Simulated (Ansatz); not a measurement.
The reference is InCuS2 in the chalcopyrite structure (space group I-42d, No. 122; a = 5.5770 Å, c = 11.2344 Å). Axes: x, y, z lie along a, b, c of the conventional cell.

Method: PBE, PAW, 420 eV (Ansatz, an electronic-structure program; no SOC).

Strains are applied to the cell and any free atomic positions relax; under biaxial strain the out-of-plane vector relaxes too.

One change was made to it. Results:

The energy increases by 1.3 meV/atom; the pressure (mean of the normal stresses, compression positive) goes from zero to -0.7 GPa.

**Question.** Name the change that was made.
(A) uniaxial strain ε_zz = −0.41 %
(B) strain tensor (xx, yy, zz, yz, xz, xy) = (−0.61, +1.46, +0.32, +0.21, −0.02, −0.50) %
(C) biaxial strain −3.59 %, plane normal [001], relaxed out of plane

**Answer.** B, strain tensor (xx, yy, zz, yz, xz, xy) = (−0.61, +1.46, +0.32, +0.21, −0.02, −0.50) %. For comparison, the energy relative to the base in the other runs: uniaxial strain ε_zz = −0.41 % gives +0.1 meV/atom; biaxial strain −3.59 %, plane normal [001], relaxed out of plane gives +13 meV/atom.

A case with no gap was solved on a k-mesh chosen for an insulator, which is coarse for it. Whether these cells are dynamically stable was not tested. The final runs are not spin-polarised. Gaps under 0.05 eV, about the width of the smearing, are given as zero.
